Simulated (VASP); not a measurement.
# KI: single point with PBE

The system is KI.

```
K I
1.0
     5.02364    0.00000    0.00000
    -2.51182    4.35060    0.00000
     0.00000    0.00000   25.54148
K I
6 6
Direct
  0.00000 0.00000 0.00000
  0.33333 0.66667 0.16805
  0.66667 0.33333 0.33195
  0.00000 0.00000 0.50000
  0.66667 0.33333 0.66805
  0.33333 0.66667 0.83195
  0.66667 0.33333 0.08587
  0.00000 0.00000 0.25000
  0.33333 0.66667 0.41413
  0.33333 0.66667 0.58587
  0.00000 0.00000 0.75000
  0.66667 0.33333 0.91413
```

The cell was built by a generator and needn't be a form met in nature.

```
Program                : VASP 6.6.1
Task                   : single point
Functional             : PBE
Potentials or basis    : VASP PAW PBE potentials, release 64 (K_sv, I)
Cutoff                 : 520 eV
k mesh                 : 6 × 6 × 1
Occupations            : gaussian, width 0.02 eV
Spin                   : no spin polarisation
Dipole correction      : no
Further INCAR settings : ALGO = Fast; EDIFF = 1e-06; NBANDS = 60
```

* Pressure: 0.0 GPa
* Largest force: 0.005 eV/Å
* Band gap on the k mesh: 3.73 eV, direct

Forces in eV/Å, atoms in the order of the input:
```
K    0.000  0.000  0.000
K    0.000  0.000  0.000
K    0.000  0.000  0.000
K    0.000  0.000  0.000
K    0.000  0.000  0.000
K    0.000  0.000  0.000
I    0.000  0.000 -0.005
I    0.000  0.000  0.000
I    0.000  0.000  0.005
I    0.000  0.000 -0.005
I    0.000  0.000  0.000
I    0.000  0.000  0.005
```

Levels at points of the mesh, in eV from the valence-band top:
```csv
k point,band 44,band 45,band 46,band 47,band 48,band 49,band 50,band 51,band 52,band 53
"(0.00, 0.00, 0.00)",-0.10,-0.10,-0.05,-0.05,0.00,3.73,4.19,4.38,5.08,5.24
"(0.50, 0.00, 0.00)",-0.35,-0.35,-0.34,-0.22,-0.15,4.85,5.06,5.29,5.35,5.55
```

Run time: 6.8 min on 1 thread of AMD EPYC 9R45 (Zen 5) (shared host), peak memory 0.7 GiB.

Caveat: spin-orbit coupling is left out, which moves the levels of the heavy elements.
